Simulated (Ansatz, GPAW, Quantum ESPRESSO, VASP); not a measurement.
AuAl2: energy against volume and a worked fit

Space group Fm-3m (No. 225). a = 6.000 Å, b = 6.000 Å, c = 6.000 Å, α = 90.00°, β = 90.00°, γ = 90.00°
```
atom  site  symmetry       x       y       z
  Au    4a      m-3m  0.0000  0.0000  0.0000
  Al    8c      -43m  0.2500  0.2500  0.7500
```

The cell was scaled at fixed shape and fractions and run with GPAW, GPAW PAW data sets (gpaw-data 1.2.1), cutoff 600 eV; PBE, k mesh 8 × 8 × 8 on the cell of 3 atoms, fermi-dirac occupations of 0.05 eV, no spin polarisation, no spin-orbit coupling. Energies are those that the program minimises, any entropy of the smearing included. For a metal such a mesh isn't converged to the digits shown.

```csv
V (Å³/atom),energy over the lowest row (meV/atom)
16.9200,59.15
17.2800,34.98
17.6400,17.69
18.0000,6.53
18.3600,?
18.7200,0.00
19.0800,3.50
```

Q: Fit the third-order Birch-Murnaghan form, give V0, B0 and B′, and predict the energy left open.

A: With y = (V0/V)^(2/3), E = E0 + (9 V0 B0/16) [(y - 1)³ B′ + (y - 1)² (6 - 4y)]. Least squares through the rows shown give V0 = 18.6044 Å³/atom, E0 = -0.23 meV, B0 = 103.4 GPa (1 eV/Å³ = 160.218 GPa) and B′ = 4.95, with a largest miss of 0.03 meV. At V = 18.3600 the form with these constants gives 0.83 meV; the run gave 0.83 meV an atom. Other set-ups at this level, from all their volumes (Å³/atom, GPa): Ansatz, Ansatz PAW (earlier soft set): V0 18.532, B0 103.6; Ansatz, all-electron LAPW, scalar-relativistic: V0 18.538, B0 103.5; Quantum ESPRESSO, SSSP 1.3 efficiency PBE: V0 18.510, B0 104.3; VASP, PBE PAW files Al, Au, 520 eV: V0 18.508, B0 103.6.
